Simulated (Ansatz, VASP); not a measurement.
This is a calculation of PbS (Galena) for Ansatz 0.2.0.

File input.yaml:

```yaml
crystal:
  lattice:
    - [0.0, 2.96575, 2.96575]
    - [2.96575, 0.0, 2.96575]
    - [2.96575, 2.96575, 0.0]
  atoms:
    - { symbol: Pb, position: [0.0, 0.0, 0.0] }
    - { symbol: S, position: [0.5, 0.5, 0.5] }
hamiltonian:
  xc: pbe
  pseudopotentials: { kind: paw }
kpoints:
  mp_grid: { grid: [8, 8, 8] }
scf:
  occupations: { method: fixed }
output:
  eigenvalues: true
dielectric:
  method: response
```

Potentials or basis: Ansatz PAW.

Run with:

```bash
$ ansatz run input.yaml --threads 2 --pin off --max-ram 5632MiB --backend cpu --events-out ev --progress --plain --runs-dir out
```

Set up the same calculation for VASP 6.6.1. Potentials there: VASP PAW PBE potentials, release 64 (Pb_d, S).

As run (the cutoff follows the program's own potentials):

INCAR

```
PREC = Accurate
ENCUT = 520
EDIFF = 1E-8
ISMEAR = -1
SIGMA = 0.05
LREAL = F
LASPH = T
NELM = 60
ALGO = Normal
ISIF = 2
LWAVE = F
LCHARG = F
GGA = PE
LEPSILON = T
IBRION = 8
```

KPOINTS

```
Automatic mesh
0
Gamma
  8 8 8
```

File POSCAR:

```
PbS
1.0
    0.0000000000      2.9657500000      2.9657500000
    2.9657500000      0.0000000000      2.9657500000
    2.9657500000      2.9657500000      0.0000000000
Pb S
1 1
Direct
    0.0000000000      0.0000000000      0.0000000000
    0.5000000000      0.5000000000      0.5000000000
```

Potentials or basis: VASP PAW PBE potentials, release 64 (Pb_d, S).

Run with:

```sh
$ cat potpaw_PBE.64/Pb_d/POTCAR potpaw_PBE.64/S/POTCAR > POTCAR
$ mpirun -np 1 vasp_std > vasp.out
```

Both were run:

|  | VASP | Ansatz | Ansatz less VASP |
| --- | --- | --- | --- |
| gap on the k mesh at the Fermi level (eV) | 0.36 | 0.36 | -0.007 |
| least direct gap on the mesh (eV) | 0.36 | 0.36 | -0.007 |
| mean electronic dielectric constant | 22.17 | 17.18 | -4.997 |
| mean Born charge of the atom that differs most (e) | 3.95 | 4.42 | +0.474 |

One of these differences is far larger than is usual between the two programs; its cause wasn't traced.

Caveats: the gap is small at this level, which inflates the dielectric constant; spin-orbit coupling is left out, which as a rule narrows the gap of such compounds by several tenths of an eV. A k mesh can miss the band edges.
